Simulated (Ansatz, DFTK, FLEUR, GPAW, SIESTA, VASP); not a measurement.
## One calculation of PbSe, 7 ways

```xyz
2
Lattice="0.0000 3.0606 3.0606 3.0606 0.0000 3.0606 3.0606 3.0606 0.0000" Properties=species:S:1:pos:R:3 pbc="T T T"
Pb    0.0000    0.0000    0.0000
Se    3.0606    3.0606    3.0606
```

Alike in all runs: task equation of state; functional PBEsol; k mesh 8 × 8 × 8; occupations fermi-dirac, width 0.05 eV; no spin polarisation; no spin-orbit coupling.

```tsv
program and potentials	plane-wave cutoff (eV)	notes	equilibrium volume (Å³/atom)	bulk modulus (GPa)
Ansatz, Ansatz PAW	420	potentials made for PBE, which Ansatz adapts in part	28.39	53.0
VASP, PBE PAW files Pb_d, Se, 520 eV	520	potentials made for PBE	28.42	53.0
GPAW, PAW data sets generated for this functional	600	-	?	?
SIESTA, files PseudoDojo sr-pbesol-0.4.1-standard, DZP (energy shift 0.003 Ry; two zetas on semicore shells)	-	atomic basis	29.12	54.6
FLEUR, all-electron, FLAPW	-	-	28.41	52.9
DFTK, PseudoDojo SR PBEsol 0.4.1 standard (PBEsol)	1170	-	28.40	53.1
Ansatz, all-electron LAPW, scalar-relativistic	-	-	28.40	53.0
```

**Question.** Estimate from the other rows what the run with GPAW, PAW data sets generated for this functional gave.

**Answer.** Equilibrium volume 28.28 Å³/atom; bulk modulus 52.8 GPa. The other rows, which needn't bracket it: equilibrium volume 28.39 to 29.12; bulk modulus 52.9 to 54.6.
